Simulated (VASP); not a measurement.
# SiC (P6_3mc) in VASP: further runs, part 2 of 3

VASP 6.6.1.

## 3. Electrostatic potential, PBE

This run uses another cell than the first one, of 10.35 Å³/atom, 1.003 times its volume.

INCAR

```
  PREC = Accurate
  ENCUT = 520
  EDIFF = 1E-6
  ISMEAR = 0
  SIGMA = 0.02
  LREAL = F
  LASPH = T
  NELM = 60
  ALGO = Normal
  ISIF = 2
  LWAVE = F
  LCHARG = T
  GGA = PE
  LVHAR = T
  KPAR = 8
```

KPOINTS

```
regular mesh
0
Gamma
  8 5 5
```

POSCAR

```
SiC                                     
1.0
    3.0865822896      0.0000000000      0.0000000000
    0.0000000000      5.0002633091      0.0000000000
    0.0000000000      0.0000000000      5.3636727362
  Si              C             
     4     4
Direct
     0.0000000000000000    0.9997116655440712    0.3334711040516070
     0.5000000000000000    0.9997116655440712    0.8334711040516070
     0.5000000000000000    0.4997116655440713    0.1665288959483931
     0.0000000000000000    0.4997116655440713    0.6665288959483930
     1.0000000000000000    0.6222883344559287    0.3335010745401200
     0.5000000000000000    0.6222883344559287    0.8335010745401201
     0.5000000000000000    0.1222883344559286    0.1664989254598800
     0.0000000000000000    0.1222883344559286    0.6664989254598799
```

Potentials or basis: VASP PAW PBE potentials, release 64 (Si, C).

Command:

```bash
cat potpaw_PBE.64/Si/POTCAR potpaw_PBE.64/C/POTCAR > POTCAR
mpirun -np 8 vasp_std > vasp.out
```

OUTCAR:

```text
PREC = Accurate
   ENCUT = 520
   EDIFF = 1E-6
   ISMEAR = 0
   LREAL = F
   LASPH = T
   NELM = 60
   ISIF = 2
   GGA = PE

 ion  position               nearest neighbor table
   1  0.000  1.000  0.333-   7 1.89   7 1.89   5 1.89   8 1.89   3 3.07   3 3.07   3 3.07   3 3.07
                             4 3.07   4 3.07   2 3.09   2 3.09   2 3.09   2 3.09
   2  0.500  1.000  0.833-   8 1.89   8 1.89   6 1.89   7 1.89   4 3.07   4 3.07   4 3.07   4 3.07
                             3 3.07   3 3.07   1 3.09   1 3.09   1 3.09   1 3.09
   3  0.500  0.500  0.167-   5 1.89   5 1.89   7 1.89   6 1.89   1 3.07   1 3.07   1 3.07   1 3.07
                             2 3.07   2 3.07   4 3.09   4 3.09   4 3.09   4 3.09
   4  0.000  0.500  0.667-   6 1.89   6 1.89   8 1.89   5 1.89   2 3.07   2 3.07   2 3.07   2 3.07
                             1 3.07   1 3.07   3 3.09   3 3.09   3 3.09   3 3.09
   5  0.000  0.622  0.334-   3 1.89   3 1.89   1 1.89   4 1.89
   6  0.500  0.622  0.834-   4 1.89   4 1.89   2 1.89   3 1.89
   7  0.500  0.122  0.166-   1 1.89   1 1.89   3 1.89   2 1.89
   8  0.000  0.122  0.666-   2 1.89   2 1.89   4 1.89   1 1.89

  LATTYP: Found a simple orthorhombic cell.
 ALAT       =     3.0865822896
 B/A-ratio  =     1.6200000000
 C/A-ratio  =     1.7377384540

  Lattice vectors:

 A1 = (   3.0865822896,   0.0000000000,   0.0000000000)
 A2 = (   0.0000000000,   5.0002633091,   0.0000000000)
 A3 = (   0.0000000000,   0.0000000000,   5.3636727362)

Analysis of symmetry for initial positions (statically):
=====================================================================
 Subroutine PRICEL returns following result:

  LATTYP: Found a base centered orthorhombic cell.
 ALAT       =     3.0865822896
 B/A-ratio  =     1.7377384540
 C/A-ratio  =     1.6200000000

  Lattice vectors:

 A1 = (   1.5432911448,   0.0000000000,   2.6818363681)
 A2 = (   1.5432911448,   0.0000000000,  -2.6818363681)
 A3 = (   0.0000000000,   5.0002633091,   0.0000000000)

   2 primitive cells build up your supercell.

[... 164 lines left out ...]
   GGA     = PE    functional components
   LHFCALC =     F    Hartree Fock is set to
   AEXX    =    0.0000 exact exchange contribution
   IVDW    =     0    specifies the selected vdW correction
   LEPSILON=     F    determine dielectric tensor
   LRPA    =     F    only Hartree local field effects (RPA)
 non-spin polarized calculation
 Gauss-broadening in eV      SIGMA  =   0.02
  energy-cutoff  :      520.00
  volume of cell :       82.78
 maximum number of plane-waves:      2250
 NGX is ok and might be reduce to    24
   NGX = 11   NGY = 19   NGZ = 19

 number of electron      31.9999998 magnetization

 Free energy of the ion-electron system (eV)
  ---------------------------------------------------
  ext. energy  EPLUGINS =         0.00000000
  ---------------------------------------------------
  free energy    TOTEN  =       -60.18858473 eV

  energy without entropy =      -60.18858473  energy(sigma->0) =      -60.18858473

 E-fermi :   8.3658     XC(G=0): -11.3459

 val. band max:        8.2421463749   @ k =   0.0000   0.0000   0.0000
 cond. band min:      10.6621837761   @ k =   0.3750   0.0000   0.0000
 fundamental gap:      2.4200374012
 Fermi energy:         8.3658461879

 k-point     1 :       0.0000    0.0000    0.0000
  band No.  band energies     occupation
      1      -7.3125      2.00000
      2      -4.0517      2.00000
      3      -3.6388      2.00000
      4      -2.5540      2.00000
      5      -0.3920      2.00000
      6       0.5175      2.00000
[... 565 lines left out ...]
     20      14.4050      0.00000
     21      14.8581      0.00000

 [... further k-points ...]

------------------------ aborting loop because EDIFF is reached ----------------------------------------

  FORCE on cell =-STRESS in cart. coord.  units (eV):
  Direction    XX          YY          ZZ          XY          YZ          ZX
  --------------------------------------------------------------------------------------
  -------------------------------------------------------------------------------------
  Total        0.7532856      4.1274164      0.0655134      0.0000000      0.0000000      0.0000000
  in kB       14.5793186     79.8832759      1.2679673      0.0000000      0.0000000      0.0000000
  external PRESSURE =      31.9101872 kB  Pullay stress =       0.0000000 kB

 VOLUME and BASIS-vectors are now :
 -----------------------------------------------------------------------------
  energy-cutoff  :      520.00
  volume of cell :       82.78
      direct lattice vectors                 reciprocal lattice vectors
     3.086582290  0.000000000  0.000000000     0.323982938  0.000000000  0.000000000
     0.000000000  5.000263309  0.000000000     0.000000000  0.199989468  0.000000000
     0.000000000  0.000000000  5.363672736     0.000000000  0.000000000  0.186439414

 POSITION                                       TOTAL-FORCE (eV/Angst)
 -----------------------------------------------------------------------------------
      0.00000      4.99882      1.78863         0.000000      0.003703     -0.003847
      1.54329      4.99882      4.47047        -0.000000      0.003703     -0.003847
      1.54329      2.49869      0.89321        -0.000000      0.003703      0.003847
      0.00000      2.49869      3.57504         0.000000      0.003703      0.003847
      0.00000      3.11161      1.78879         0.000000     -0.003703      0.002211
      1.54329      3.11161      4.47063        -0.000000     -0.003703      0.002211
      1.54329      0.61147      0.89305        -0.000000     -0.003703     -0.002211
      0.00000      0.61147      3.57488        -0.000000     -0.003703     -0.002211
 -----------------------------------------------------------------------------------
    total drift:                                0.000000      0.000388      0.000001

  FREE ENERGIE OF THE ION-ELECTRON SYSTEM (eV)
  ---------------------------------------------------
  free  energy   TOTEN  =       -60.1885847288 eV

  energy  without entropy=      -60.1885847288  energy(sigma->0) =      -60.18858473
```

OSZICAR:

```text
N       E                     dE             d eps       ncg     rms          rms(c)
DAV:   1     0.948716697365E+02    0.94872E+02   -0.14939E+04  1890   0.138E+03
DAV:   2    -0.600911236219E+02   -0.15496E+03   -0.14637E+03  2683   0.227E+02
DAV:   3    -0.675230238992E+02   -0.74319E+01   -0.73940E+01  2335   0.512E+01
DAV:   4    -0.676400084411E+02   -0.11698E+00   -0.11678E+00  2339   0.732E+00
DAV:   5    -0.676428971183E+02   -0.28887E-02   -0.28880E-02  2316   0.110E+00    0.176E+01
DAV:   6    -0.604204144218E+02    0.72225E+01   -0.24489E+01  2215   0.238E+01    0.779E+00
DAV:   7    -0.602188629295E+02    0.20155E+00   -0.17588E+00  2575   0.670E+00    0.347E+00
DAV:   8    -0.601887639577E+02    0.30099E-01   -0.98567E-02  2245   0.187E+00    0.715E-01
DAV:   9    -0.601880028138E+02    0.76114E-03   -0.11563E-02  2335   0.641E-01    0.177E-01
DAV:  10    -0.601885572142E+02   -0.55440E-03   -0.14351E-03  2322   0.213E-01    0.695E-02
DAV:  11    -0.601885808260E+02   -0.23612E-04   -0.21917E-04  2320   0.898E-02    0.189E-02
DAV:  12    -0.601885837556E+02   -0.29296E-05   -0.77595E-06  2342   0.177E-02    0.391E-03
DAV:  13    -0.601885847288E+02   -0.97322E-06   -0.47000E-07  1585   0.468E-03
   1 F= -.60188585E+02 E0= -.60188585E+02  d E =-.137504E-20
```

stdout:

```text
POSCAR found type information on POSCAR SiC
 POSCAR found :  2 types and       8 ions
 scaLAPACK will be used
 -----------------------------------------------------------------------------
|                                                                             |
|           W    W    AA    RRRRR   N    N  II  N    N   GGGG   !!!           |
|           W    W   A  A   R    R  NN   N  II  NN   N  G    G  !!!           |
|           W    W  A    A  R    R  N N  N  II  N N  N  G       !!!           |
|           W WW W  AAAAAA  RRRRR   N  N N  II  N  N N  G  GGG   !            |
|           WW  WW  A    A  R   R   N   NN  II  N   NN  G    G                |
|           W    W  A    A  R    R  N    N  II  N    N   GGGG   !!!           |
|                                                                             |
|     For optimal performance we recommend to set                             |
|     This setting can greatly improve the performance of VASP for DFT.       |
|     The default, NCORE=1 might be grossly inefficient on modern             |
|     multi-core architectures or massively parallel machines. Do your        |
|     Unfortunately you need to use the default for GW and RPA                |
|     calculations (for HF NCORE is supported but not extensively tested      |
|     yet).                                                                   |
|                                                                             |
 -----------------------------------------------------------------------------

 LDA part: xc-table for (Slater+PW92), standard interpolation
 POSCAR, INCAR and KPOINTS ok, starting setup
 FFT: planning ... GRIDC
 FFT: planning ... GRID_SOFT
 FFT: planning ... GRID
 WAVECAR not read
 entering main loop
```

It took 10 s on 8 MPI ranks of Intel Xeon Platinum 8488C (Sapphire Rapids), shared host; peak memory 0.23 GiB.

What came out:

| Quantity | Value |
| --- | --- |
| Free energy | -60.1886 eV |
| Pressure | 3.2 GPa |
| Largest force | 0.005 eV/Å |
| Band gap on the k mesh | 2.42 eV |

Forces on the atoms (eV/Å):
```
Si   0.000  0.004 -0.004
Si   0.000  0.004 -0.004
Si   0.000  0.004  0.004
Si   0.000  0.004  0.004
C    0.000 -0.004  0.002
C    0.000 -0.004  0.002
C    0.000 -0.004 -0.002
C    0.000 -0.004 -0.002
```

Caveat: an odd mesh through Γ misses points on the zone boundary, where band edges often lie.

## 4. Relaxation of cell and atoms, LDA

This run uses another cell than the first one, of 10.46 Å³/atom, 1.014 times its volume.

INCAR

```
SYSTEM = SiC
PREC     = Accurate       ! precision mode
ENCUT    = 220            ! plane-wave cutoff, eV
EDIFF    = 1E-6           ! SCF threshold, eV
ISMEAR   = 0              ! smearing method
SIGMA    = 0.02           ! smearing width, eV
LREAL    = .False.        ! projectors in reciprocal space
LASPH    = .True.         ! aspherical terms in the spheres
NELM     = 80             ! most SCF steps
ALGO     = Normal         ! electronic algorithm
ISIF     = 3              ! what is computed and relaxed
LWAVE    = .False.        ! write WAVECAR
LCHARG   = .False.        ! write CHGCAR
GGA      = CA             ! functional
IBRION   = 2              ! ionic algorithm
NSW      = 40             ! ionic steps
EDIFFG   = -0.02          ! ionic threshold
LATTICE_CONSTRAINTS= .FALSE. .FALSE. .TRUE.
KPAR     = 2
```

KPOINTS

```
regular mesh
0
Gamma
  3 2 2
  0 0 0
```

POSCAR

```
SiC
1.0
    3.1404565028      0.0000000000      0.0000000000
    0.0000000000      5.0875395346      0.0000000000
    0.0000000000      0.0000000000      5.2362524931
Si C
4 4
Direct
    0.0000000000      0.0000000000      0.3333333333
    0.5000000000      0.0000000000      0.8333333333
    0.5000000000      0.5000000000      0.1666666667
    0.0000000000      0.5000000000      0.6666666667
    0.0000000000      0.6220000000      0.3333333333
    0.5000000000      0.6220000000      0.8333333333
    0.5000000000      0.1220000000      0.1666666667
    0.0000000000      0.1220000000      0.6666666667
```

Potentials or basis: VASP PAW LDA potentials, release 64 (Si, C).

Command:

```bash
cat potpaw_LDA.64/Si/POTCAR potpaw_LDA.64/C/POTCAR > POTCAR
mpirun -np 2 vasp_std > vasp.out
```

Run time: 12 s. Hardware: 2 MPI ranks of AMD EPYC 7R13 (Zen 3), shared host; peak memory 0.09 GiB.

The run converged, but a check on its numbers failed (symmetry, net force, bounds or a known fault of this set-up), so they aren't taken as properties of the crystal.

Caveat: the k mesh is coarse (spacing up to 0.67 Å⁻¹), so the values aren't converged; the cutoff lies under the usual one of these potentials, so the numbers hold a large basis-set error; an odd mesh through Γ misses points on the zone boundary, where band edges often lie.

(Continued in part 3 of 3.)
